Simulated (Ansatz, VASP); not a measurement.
# ZnSe in VASP and in Ansatz

```
CELL_PARAMETERS angstrom
0.00000 2.78377 2.78377
2.78377 0.00000 2.78377
2.78377 2.78377 0.00000
ATOMIC_POSITIONS crystal
Zn 0.00000 0.00000 0.00000
Se 0.75000 0.75000 0.75000
```

Alike in both runs: task relaxation of cell and atoms; functional LDA; k mesh 8 × 8 × 8; no spin polarisation.

```csv
,VASP,Ansatz
version,VASP 6.6.1,Ansatz 0.2.0
potentials or method,"VASP PAW LDA potentials, release 64 (Zn, Se)","scalar-relativistic, plane waves, PAW"
plane-wave cutoff (eV),600,420
occupations,"gaussian, width 0.01 eV",fixed
valence electrons in the cell,18,28
```

Ansatz gave:

| Quantity | Value |
| --- | --- |
| gap on the k mesh at the Fermi level, each at its own relaxed structure (eV) | 1.25 |
| relaxed volume (Å³/atom) | 21.57 |
| relaxed cell length with the largest relative difference (Å) | 3.937 |

Question: Estimate VASP's values.

Answer: gap on the k mesh at the Fermi level, each at its own relaxed structure (eV): 1.27; relaxed volume (Å³/atom): 21.67; relaxed cell length with the largest relative difference (Å): 3.943.

The two sets of potentials don't hold the same shells in valence.
